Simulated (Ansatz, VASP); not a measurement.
# Al2FeO4 (Hercynite) in two plane-wave programs, part 2 of 2

One calculation is typed for both programs; each brings its own data sets. How far apart do they land? The cell is taken from a series of runs on this material, whose earlier steps may have relaxed, scaled, displaced or heated it; both programs get it as it stands.

VASP 6.6.1 and Ansatz 0.2.0.

So far: Starting point; Ansatz: relaxation of cell and atoms, PBEsol, DFT+U.

In doubt: warnings of the run leave room for a lower electronic state (step 2), so energies may not be the lowest and differences between runs may mislead.

## (3) VASP: relaxation of cell and atoms, PBEsol, DFT+U

Level of this step: PBEsol, DFT+U (Fe d 5.3 eV), spin-polarised from a ferromagnetic start; plane waves and PAW (Al, Fe, O) (VASP).

The same cell, functional, mesh and smearing now go to VASP, with its own data sets.

Lines of VASP's logs that name or quote its potential files are left out, and so is its time.

Input file INCAR:

```
SYSTEM = Al2FeO4
PREC = Accurate
ENCUT = 600
EDIFF = 1E-07
NELM = 200
ISMEAR = 0
SIGMA = 0.02
LREAL = .FALSE.
ALGO = Normal
GGA = PS
NBANDS = 63
ISPIN = 2
MAGMOM = 0 0 0 0 3.29 3.29 0.04 0.04 0.04 0.04 0.04 0.04 0.04 0.04
LDAU = .TRUE.
LDAUTYPE = 2
LDAUL = -1 2 -1
LDAUU = 0 5.3 0
LDAUJ = 0 0 0
LDAUPRINT = 1
LASPH = .TRUE.
LMAXMIX = 4
LORBIT = 11
LWAVE = .FALSE.
LCHARG = .FALSE.
ISIF = 3
IBRION = 2
NSW = 80
EDIFFG = -0.005
GGA_COMPAT = .FALSE.
NELMIN = 4
KPAR = 4
```

Input file POSCAR:

```
Al2FeO4
1.0
    0.0000000000      4.0778950000      4.0778950000
    4.0778950000      0.0000000000      4.0778950000
    4.0778950000      4.0778950000      0.0000000000
Al Fe O
4 2 8
Direct
    0.1249999694      0.1249999694      0.1250000919
    0.6249999694      0.1249999694      0.1250000919
    0.1249999694      0.1249999694      0.6250000919
    0.1249999694      0.6249999694      0.1250000919
    0.7499999694      0.7499999694      0.7500000919
    0.4999999694      0.4999999694      0.5000000919
    0.8882999685      0.8882999685      0.8883000911
    0.9148999668      0.3616999702      0.3617000928
    0.8882999685      0.8882999685      0.3351000945
    0.3616999702      0.9148999668      0.3617000928
    0.3350999719      0.8882999685      0.8883000911
    0.3616999702      0.3616999702      0.3617000928
    0.8882999685      0.3350999719      0.8883000911
    0.3616999702      0.3616999702      0.9149000894
```

Input file KPOINTS:

```
Automatic mesh
0
Gamma
4 4 4
0 0 0
```

PAW data sets: Al, Fe and O (PBE family, release 64).

Run with:

```sh
mpirun -np 4 vasp_std
```

Numbers of over 12 decimals in the logs are rounded to 6 here.

Log:

```text
[banner, memory and clock lines left out]
running    4 mpi-ranks, on    1 nodes
 distrk:  each k-point on    1 cores,    4 groups
 distr:  one band on    1 cores,    1 groups

 POSCAR found type information on POSCAR AlFeO
 POSCAR found :  3 types and      14 ions
|                                                                             |
|               ----> ADVICE to this user running VASP <----                  |
|                                                                             |
|     You enforced a specific xc type in the INCAR file but a different       |
|     [... a line on the potential file left out ...]
|     I HOPE YOU KNOW WHAT YOU ARE DOING!                                     |
|                                                                             |

 LDA part: xc-table for (Slater+PW92), standard interpolation
 POSCAR, INCAR and KPOINTS ok, starting setup
 FFT: planning ... GRIDC
 FFT: planning ... GRID_SOFT
 FFT: planning ... GRID
 WAVECAR not read
 entering main loop
       N       E                     dE             d eps       ncg     rms          rms(c)
DAV:   1     0.809589115031E+03    0.80959E+03   -0.35890E+04  2016   0.138E+03
DAV:   2    -0.550412367104E+01   -0.81509E+03   -0.73276E+03  2096   0.373E+02
DAV:   3    -0.114405435481E+03   -0.10890E+03   -0.10489E+03  2376   0.148E+02
DAV:   4    -0.118761067975E+03   -0.43556E+01   -0.42573E+01  2600   0.309E+01
DAV:   5    -0.118879082030E+03   -0.11801E+00   -0.11776E+00  2505   0.507E+00    0.363E+01
DAV:   6    -0.105019542735E+03    0.13860E+02   -0.10614E+02  2957   0.764E+01    0.617E+01
DAV:   7    -0.104936490992E+03    0.83052E-01   -0.18255E+01  2781   0.416E+01    0.238E+01
DAV:   8    -0.104972575761E+03   -0.36085E-01   -0.30553E+00  2985   0.215E+01    0.105E+01
DAV:   9    -0.105088781806E+03   -0.11621E+00   -0.99247E-01  2884   0.893E+00    0.326E+00
DAV:  10    -0.105134679167E+03   -0.45897E-01   -0.16470E-01  2693   0.261E+00    0.742E-01
DAV:  11    -0.105147251657E+03   -0.12572E-01   -0.16366E-02  2635   0.100E+00    0.286E-01
DAV:  12    -0.105149123481E+03   -0.18718E-02   -0.33574E-03  2515   0.290E-01    0.167E-01
DAV:  13    -0.105149523179E+03   -0.39970E-03   -0.24840E-04  2564   0.123E-01    0.836E-02
DAV:  14    -0.105149577644E+03   -0.54465E-04   -0.63301E-05  2688   0.763E-02    0.243E-02
DAV:  15    -0.105149585810E+03   -0.81661E-05   -0.16514E-05  2526   0.246E-02    0.107E-02
DAV:  16    -0.105149586036E+03   -0.22592E-06   -0.16075E-06  2720   0.114E-02    0.399E-03
DAV:  17    -0.105149585880E+03    0.15607E-06   -0.36574E-07  2264   0.351E-03    0.141E-03
DAV:  18    -0.105149585906E+03   -0.25757E-07   -0.53645E-08  1382   0.209E-03
   1 F= -.10514959E+03 E0= -.10514742E+03  d E =-.105150E+03  mag=     8.0000
[...]
2 F= -.10518704E+03 E0= -.10518463E+03  d E =-.374552E-01  mag=     8.0000
[...]
3 F= -.10522380E+03 E0= -.10522149E+03  d E =-.742177E-01  mag=     8.0000
[...]
4 F= -.10522472E+03 E0= -.10522237E+03  d E =-.913398E-03  mag=     8.0000
 trial-energy change:   -0.000913  1 .order   -0.000927   -0.003607    0.001754
 step:   0.6145(harm=  0.6175)  dis= 0.00055  next Energy=  -105.225007 (dE=-0.120E-02)
 bond charge predicted
       N       E                     dE             d eps       ncg     rms          rms(c)
DAV:   1    -0.105226538818E+03   -0.18217E-02   -0.39449E-02  2392   0.120E+00    0.304E-01
DAV:   2    -0.105225026360E+03    0.15125E-02   -0.40328E-03  2360   0.314E-01    0.122E-01
DAV:   3    -0.105225022383E+03    0.39772E-05   -0.35244E-04  2540   0.162E-01    0.894E-02
DAV:   4    -0.105225013701E+03    0.86820E-05   -0.29584E-05  2437   0.433E-02    0.460E-02
DAV:   5    -0.105225008806E+03    0.48952E-05   -0.35190E-06  2804   0.194E-02    0.303E-02
DAV:   6    -0.105225009797E+03   -0.99110E-06   -0.17840E-06  2484   0.729E-03    0.206E-03
DAV:   7    -0.105225010004E+03   -0.20740E-06   -0.26446E-07  1993   0.240E-03    0.102E-03
DAV:   8    -0.105225010100E+03   -0.95925E-07   -0.25841E-08  1190   0.100E-03
   5 F= -.10522501E+03 E0= -.10522268E+03  d E =-.120648E-02  mag=     8.0000
 curvature:  -0.31 expect dE=-0.219E-05 dE for cont linesearch -0.271E-07
 trial: gam= 0.00155 g(F)=  0.669E-05 g(S)=  0.297E-06 ort = 0.186E-04 (trialstep = 0.857E+00)
 search vector abs. value=  0.706E-05
 reached required accuracy - stopping structural energy minimisation
```

OUTCAR, selected parts (step 3):

```text
ion  position               nearest neighbor table
   1  0.125  0.125  0.125-  14 1.94  10 1.94   8 1.94  13 1.94  11 1.94   9 1.94   2 2.88   3 2.88
                             4 2.88   3 2.88   4 2.88   2 2.88
   2  0.625  0.125  0.125-  13 1.94   9 1.94   7 1.94  12 1.94  14 1.94  10 1.94   1 2.88   3 2.88
                             4 2.88   1 2.88   3 2.88   4 2.88
   3  0.125  0.125  0.625-  12 1.94  10 1.94   8 1.94  11 1.94  13 1.94   7 1.94   1 2.88   1 2.88
                             2 2.88   4 2.88   4 2.88   2 2.88
   4  0.125  0.625  0.125-  11 1.94   9 1.94   7 1.94  12 1.94  14 1.94   8 1.94   1 2.88   3 2.88
                             1 2.88   2 2.88   3 2.88   2 2.88
   5  0.750  0.750  0.750-   7 1.95   9 1.95  11 1.95  13 1.95
   6  0.500  0.500  0.500-   8 1.95  10 1.95  12 1.95  14 1.95
   7  0.888  0.888  0.888-   2 1.94   4 1.94   3 1.94   5 1.95
   8  0.915  0.362  0.362-   1 1.94   3 1.94   4 1.94   6 1.95
   9  0.888  0.888  0.335-   2 1.94   4 1.94   1 1.94   5 1.95
  10  0.362  0.915  0.362-   1 1.94   3 1.94   2 1.94   6 1.95
  11  0.335  0.888  0.888-   4 1.94   1 1.94   3 1.94   5 1.95
  12  0.362  0.362  0.362-   3 1.94   2 1.94   4 1.94   6 1.95
  13  0.888  0.335  0.888-   2 1.94   1 1.94   3 1.94   5 1.95
  14  0.362  0.362  0.915-   1 1.94   2 1.94   4 1.94   6 1.95

  LATTYP: Found a face centered cubic cell.
 ALAT       =     8.1557900000

 Subroutine GETGRP returns: Found 48 space group operations
 (whereof 24 operations were pure point group operations)

The static configuration has the point symmetry T_d .
 The point group associated with its full space group is O_h .

 Found      8 irreducible k-points:

   k-points           NKPTS =      8   k-points in BZ     NKDIM =      8   number of bands    NBANDS=     63

   dimension x,y,z NGX =    48 NGY =   48 NGZ =   48
   dimension x,y,z NGXF=    96 NGYF=   96 NGZF=   96

   ENCUT  =  600.0 eV  44.10 Ry    6.64 a.u.  11.52 11.52 11.52*2*pi/ulx,y,z

   NELECT =      76.0000    total number of electrons

 k-points in reciprocal lattice and weights: Automatic mesh
   0.00000000  0.00000000  0.00000000       0.016
   0.25000000  0.00000000  0.00000000       0.125
   0.50000000  0.00000000  0.00000000       0.062
   0.25000000  0.25000000  0.00000000       0.094
   0.50000000  0.25000000  0.00000000       0.375
  -0.25000000  0.25000000  0.00000000       0.188
   0.50000000  0.50000000  0.00000000       0.047
  -0.25000000  0.50000000  0.25000000       0.094

atom =   5  type =  2  l = 2

 onsite density matrix

spin component  1

  1.0002  0.0000  0.0000  0.0000  0.0000
  0.0000  1.0002 -0.0000  0.0000  0.0000
  0.0000 -0.0000  0.9757 -0.0000 -0.0000
  0.0000  0.0000 -0.0000  1.0002  0.0000
  0.0000  0.0000 -0.0000  0.0000  0.9757

spin component  2

  0.0833 -0.0000  0.0000 -0.0000  0.0000
 -0.0000  0.0833  0.0000  0.0000  0.0000
  0.0000  0.0000  0.4957  0.0000  0.0000
 -0.0000  0.0000  0.0000  0.0833 -0.0000
  0.0000  0.0000  0.0000 -0.0000  0.4957

 occupancies and eigenvectors

  o =  0.0833  v =  0.0000  0.0000  0.0000  0.0000  0.0000  0.0000  1.0000  0.0000  0.0059  0.0000      0.0000  0.0000  0.0000  0.0000  0.0000  0.0000  0.0000  0.0000  0.0000  0.0000
  o =  0.0833  v =  0.0000  0.0000  0.0000  0.0000  0.0000  1.0000  0.0000  0.0000  0.0000  0.0000      0.0000  0.0000  0.0000  0.0000  0.0000  0.0000  0.0000  0.0000  0.0000  0.0000
  o =  0.0833  v =  0.0000  0.0000  0.0000  0.0000  0.0000  0.0000  0.0059  0.0000 -1.0000 -0.0000      0.0000  0.0000  0.0000  0.0000  0.0000  0.0000  0.0000  0.0000  0.0000  0.0000
  o =  0.4957  v =  0.0000  0.0000  0.0000  0.0000  0.0000  0.0000  0.0000 -0.9999 -0.0000 -0.0113      0.0000  0.0000  0.0000  0.0000  0.0000  0.0000  0.0000  0.0000  0.0000  0.0000
  o =  0.4957  v =  0.0000  0.0000  0.0000  0.0000  0.0000  0.0000 -0.0000 -0.0113 -0.0000  0.9999      0.0000  0.0000  0.0000  0.0000  0.0000  0.0000  0.0000  0.0000  0.0000  0.0000
  o =  0.9757  v =  0.0000 -0.0000 -0.9977  0.0000 -0.0680  0.0000  0.0000  0.0000  0.0000  0.0000      0.0000  0.0000  0.0000  0.0000  0.0000  0.0000  0.0000  0.0000  0.0000  0.0000
  o =  0.9757  v =  0.0000 -0.0000 -0.0680  0.0000  0.9977  0.0000  0.0000  0.0000  0.0000  0.0000      0.0000  0.0000  0.0000  0.0000  0.0000  0.0000  0.0000  0.0000  0.0000  0.0000
  o =  1.0002  v =  0.0000  0.1715 -0.0000 -0.9852  0.0000  0.0000  0.0000  0.0000  0.0000  0.0000      0.0000  0.0000  0.0000  0.0000  0.0000  0.0000  0.0000  0.0000  0.0000  0.0000
  o =  1.0002  v =  0.0000  0.9852 -0.0000  0.1715  0.0000  0.0000  0.0000  0.0000  0.0000  0.0000      0.0000  0.0000  0.0000  0.0000  0.0000  0.0000  0.0000  0.0000  0.0000  0.0000
  o =  1.0002  v =  1.0000  0.0000  0.0000  0.0000  0.0000  0.0000  0.0000  0.0000  0.0000  0.0000      0.0000  0.0000  0.0000  0.0000  0.0000  0.0000  0.0000  0.0000  0.0000  0.0000

atom =   6  type =  2  l = 2

 onsite density matrix

spin component  1

  1.0002  0.0000  0.0000  0.0000 -0.0000
[...]
o =  1.0002  v =  0.0000  0.0693  0.0000 -0.9976 -0.0000  0.0000  0.0000  0.0000  0.0000  0.0000      0.0000  0.0000  0.0000  0.0000  0.0000  0.0000  0.0000  0.0000  0.0000  0.0000

 average (electrostatic) potential at core
       1 -72.8755       2 -72.8755       3 -72.8755       4 -72.8755       5 -42.4718
       6 -42.4718       7 -68.8297       8 -68.8298       9 -68.8298      10 -68.8298
      11 -68.8297      12 -68.8298      13 -68.8297      14 -68.8298

 E-fermi :   7.6068

 spin component 1
 k-point     1 :       0.0000    0.0000    0.0000
  band No.  band energies     occupation
    ...
     38       4.5539      1.00000
     39       4.5539      1.00000
     40       5.0022      1.00000
     41       5.0022      1.00000
     42       5.0022      1.00000
     43       8.6672      0.00000
     44      12.3913      0.00000
     45      12.3913      0.00000
     46      12.3913      0.00000
     47      12.7194      0.00000
    ...

 k-point     2 :       0.2500    0.0000    0.0000
  band No.  band energies     occupation
    ...
     38       4.0723      1.00000
     39       4.5501      1.00000
     40       4.5501      1.00000
     41       4.8966      1.00000
     42       4.8967      1.00000
     43       9.5921      0.00000
     44      11.9824      0.00000
     45      12.7903      0.00000
     46      12.7903      0.00000
     47      12.9146      0.00000
    ...

 k-point     3 :       0.5000    0.0000    0.0000
  band No.  band energies     occupation
    ...
     38       3.6659      1.00000
     39       4.6520      1.00000
     40       4.6520      1.00000
     41       4.6541      1.00000
     42       4.6541      1.00000
     43      10.9377      0.00000
     44      11.2005      0.00000
     45      13.0438      0.00000
     46      13.3710      0.00000
     47      13.3710      0.00000
    ...

 k-point     4 :       0.2500    0.2500    0.0000
  band No.  band energies     occupation
    ...
     38       4.1968      1.00000
     39       4.5617      1.00000
     40       4.5617      1.00000
     41       4.6835      1.00000
     42       4.6835      1.00000
     43       9.8780      0.00000
     44      12.3678      0.00000
     45      12.7611      0.00000
     46      12.7611      0.00000
     47      12.9884      0.00000
    ...

 k-point     5 :       0.5000    0.2500    0.0000
  band No.  band energies     occupation
    ...
     38       3.8000      1.00000
     39       4.2764      1.00000
     40       4.4458      1.00000
     41       4.5084      1.00000
     42       4.6721      1.00000
     43      11.0840      0.00000
     44      11.9456      0.00000
     45      12.7273      0.00000
     46      13.3765      0.00000
     47      13.8766      0.00000
    ...

 k-point     6 :      -0.2500    0.2500    0.0000
  band No.  band energies     occupation
    ...
     38       3.8413      1.00000
     39       4.3142      1.00000
     40       4.3714      1.00000
     41       4.4486      1.00000
     42       4.8916      1.00000
     43      10.6423      0.00000
     44      12.1326      0.00000
     45      12.3709      0.00000
     46      13.3975      0.00000
     47      13.7209      0.00000
    ...

  Total       -0.0053638     -0.0053638     -0.0053638      0.0000000      0.0000000      0.0000000
  in kB       -0.0634958     -0.0634958     -0.0634958      0.0000000      0.0000000      0.0000000
  external PRESSURE =      -0.0634958 kB  Pullay stress =       0.0000000 kB

  energy-cutoff  :      600.00
  volume of cell :      135.34
      direct lattice vectors                 reciprocal lattice vectors
    -0.000000000  4.075077305  4.075077305    -0.122697059  0.122697059  0.122697059
     4.075077305  0.000000000  4.075077305     0.122697059 -0.122697059  0.122697059
     4.075077305  4.075077305  0.000000000     0.122697059  0.122697059 -0.122697059

 POSITION                                       TOTAL-FORCE (eV/Angst)
 -----------------------------------------------------------------------------------
      1.01877      1.01877      1.01877        -0.000000      0.000000     -0.000000
      1.01877      3.05631      3.05631        -0.000000      0.000000     -0.000000
      3.05631      3.05631      1.01877        -0.000000      0.000000     -0.000000
      3.05631      1.01877      3.05631        -0.000000      0.000000     -0.000000
      6.11262      6.11262      6.11262        -0.000000      0.000000     -0.000000
      4.07508      4.07508      4.07508        -0.000000      0.000000     -0.000000
      7.25327      7.25327      7.25327         0.002404      0.002404      0.002404
      2.93443      5.21573      5.21573        -0.002404      0.002404      0.002404
      4.97196      4.97196      7.25327        -0.002404     -0.002404      0.002404
      5.21573      2.93443      5.21573         0.002404     -0.002404      0.002404
      7.25327      4.97196      4.97196         0.002404     -0.002404     -0.002404
      2.93443      2.93443      2.93443        -0.002404     -0.002404     -0.002404
      4.97196      7.25327      4.97196        -0.002404      0.002404     -0.002404
      5.21573      5.21573      2.93443         0.002404      0.002404     -0.002404
 -----------------------------------------------------------------------------------
    total drift:                               -0.001321     -0.001321      0.001496

  FREE ENERGIE OF THE ION-ELECTRON SYSTEM (eV)
  ---------------------------------------------------
  free  energy   TOTEN  =      -105.2250101004 eV

  energy  without entropy=     -105.2203425460  energy(sigma->0) =     -105.22267632

 reached required accuracy - stopping structural energy minimisation

 total charge
# of ion       s       p       d       tot
------------------------------------------
    1        0.312   0.394   0.000   0.706
    2        0.312   0.394   0.000   0.706
    3        0.312   0.394   0.000   0.706
    4        0.312   0.394   0.000   0.706
    5        0.345   0.451   6.166   6.962
    6        0.345   0.451   6.166   6.962
    7        1.540   3.581   0.000   5.120
    8        1.540   3.581   0.000   5.120
    9        1.540   3.581   0.000   5.120
   10        1.540   3.581   0.000   5.120
   11        1.540   3.581   0.000   5.120
   12        1.540   3.581   0.000   5.120
   13        1.540   3.581   0.000   5.120
   14        1.540   3.581   0.000   5.120
--------------------------------------------------
tot         14.256  31.122  12.333  57.711

 magnetization (x)
# of ion       s       p       d       tot
------------------------------------------
    1        0.001   0.003   0.000   0.004
    2        0.001   0.003   0.000   0.004
    3        0.001   0.003   0.000   0.004
    4        0.001   0.003   0.000   0.004
    5        0.022   0.053   3.703   3.778
    6        0.022   0.053   3.703   3.778
    7        0.002   0.032   0.000   0.034
    8        0.002   0.032   0.000   0.034
    9        0.002   0.032   0.000   0.034
   10        0.002   0.032   0.000   0.034
   11        0.002   0.032   0.000   0.034
   12        0.002   0.032   0.000   0.034
   13        0.002   0.032   0.000   0.034
   14        0.002   0.032   0.000   0.034
--------------------------------------------------
tot          0.064   0.378   7.405   7.847

[... 6 further parts left out ...]
```

CONTCAR:

```
Al2FeO4
   1.00000000000000
    -0.0000000000000000    4.0750773049194065    4.0750773049194065
     4.0750773049194065    0.0000000000000000    4.0750773049194065
     4.0750773049194065    4.0750773049194065    0.0000000000000000
  Al              Fe              O
     4     2     8
Direct
     0.1249999694000010    0.1249999694000010    0.1250000918999987
     0.6249999694000010    0.1249999694000010    0.1250000918999987
     0.1249999694000010    0.1249999694000010    0.6250000918999987
     0.1249999694000010    0.6249999694000010    0.1250000918999987
     0.7499999694000010    0.7499999694000010    0.7500000918999987
     0.4999999694000010    0.4999999694000010    0.5000000918999987
     0.8899545932411925    0.8899545932411925    0.8899547158411920
     0.9198638410235772    0.3600453454588077    0.3600454680588072
     0.8899545932411925    0.8899545932411925    0.3301362202764225
     0.3600453454588077    0.9198638410235772    0.3600454680588072
     0.3301360976764230    0.8899545932411925    0.8899547158411920
     0.3600453454588077    0.3600453454588077    0.3600454680588072
     0.8899545932411925    0.3301360976764230    0.8899547158411920
     0.3600453454588077    0.3600453454588077    0.9198639636235767
```

The magnetic state follows from one typed start and may not be the lowest.

## (4) Side by side

Known differences besides the potentials themselves: VASP starts from the moments at which Ansatz ended; U acts on the PAW sphere in VASP and on atomic orbitals in Ansatz, so only states and trends compare; the data sets hold 92 valence electrons in Ansatz (on its default PAW (the set named soft_2) files) and 76 in VASP; the cutoff is 420 eV in Ansatz and 600 eV in VASP; Ansatz makes its cores anew for this functional, VASP keeps those of its PBE data sets; site moments are counted in spheres of each program's own size. Total energies have different zeros and are not compared.

The two programs side by side:

```csv
quantity,Ansatz,VASP,difference
volume (Å³),136.27,135.34,+0.68 %
"edge a after relaxation, in the typed setting (Å)",5.776,5.763,+0.23 %
total moment (μB),8.00,8.00,0.00
moment on Fe6 (μB),3.29,3.78,-0.49
moment on Fe5 (μB),3.29,3.78,-0.49
```

## (5) Outcome

* difference in volume (relaxation of cell and atoms, PBEsol, DFT+U): 0.68 %

**Reading.** The difference in volume is 0.68 % (relaxation of cell and atoms, PBEsol, DFT+U). The data sets hold unlike numbers of valence electrons (92 in Ansatz and 76 in VASP), so part of the differences comes from the potentials. How closely two codes agree says nothing of how well the functional describes the real material.

[Lines on the potential files, build, host, timing and source positions are cut from VASP's logs without a mark.]

[Logs are printed without paths, hosts, clocks, repeated set-up lines and the standing remarks that a program may print on its own settings, such as how far it seeks lower states.]

[Hosts, paths, dates, database ids (printed as entryN), source tags and the programs' standing remarks are cut or masked in the printed files.]
